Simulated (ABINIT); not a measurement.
## HfN in ABINIT: convergence with cutoff

Input of the first run (cutoff 12.5 Ha); the others differ in this setting and in those tied to it:

Contents of run.abi:

```
# Pseudopotentials
pp_dirpath "./"
pseudos "Hf.GGA_PBE-JTH.xml, N.GGA_PBE-JTH.xml"

# Structure
acell 3*1.0
rprim
     0.0000000000     4.2632221372     4.2632221372
     4.2632221372     0.0000000000     4.2632221372
     4.2632221372     4.2632221372     0.0000000000
ntypat 2
znucl 72 7
natom 2
typat 1 2
xred
     0.0000000000     0.0000000000     0.0000000000
     0.5000000000     0.5000000000     0.5000000000

# Plane-wave basis
ecut 12.5
pawecutdg 74.4

# k points
kptopt 1
ngkpt 10 10 10
nshiftk 1
shiftk 0.0 0.0 0.0

# Exchange and correlation
ixc -497498
usekden 1
pawxcdev 0

# Bands and occupations
nband 13
occopt 3
tsmear 0.05 eV

# SCF cycle
nstep 100
tolvrs 1.0e-7

# Output
iomode 3
prtwf 0
prtden 0
prteig 0
prtebands 0
```

Potentials or basis: JTH PAW PBE v2.0.

The run is started by

```sh
$ abinit run.abi > log 2>&1
```

Hardware: 1 thread of Arm Neoverse V2 (shared host).

```csv
cutoff,"energy less the tightest run, at zero smearing (meV/atom)",SCF cycles,CPU time (s),peak memory (GiB)
12.5 Ha,885.47,12,29,0.16
15.5 Ha,287.26,11,40,0.16
18.5 Ha,91.81,12,44,0.16
21.5 Ha,32.73,11,52,0.17
26.5 Ha,14.33,13,82,0.18
31 Ha,12.45,13,96,0.18
35.5 Ha,7.90,15,150,0.19
42 Ha,2.88,20,210,0.2
49.5 Ha,0.00,17,230,0.22
```

Not settled before the last step: the energy (to 1 meV/atom). The tightest run that finished is the yardstick and may itself not be fully converged.

 Spin-orbit coupling is left out, which matters for the levels of Hf.
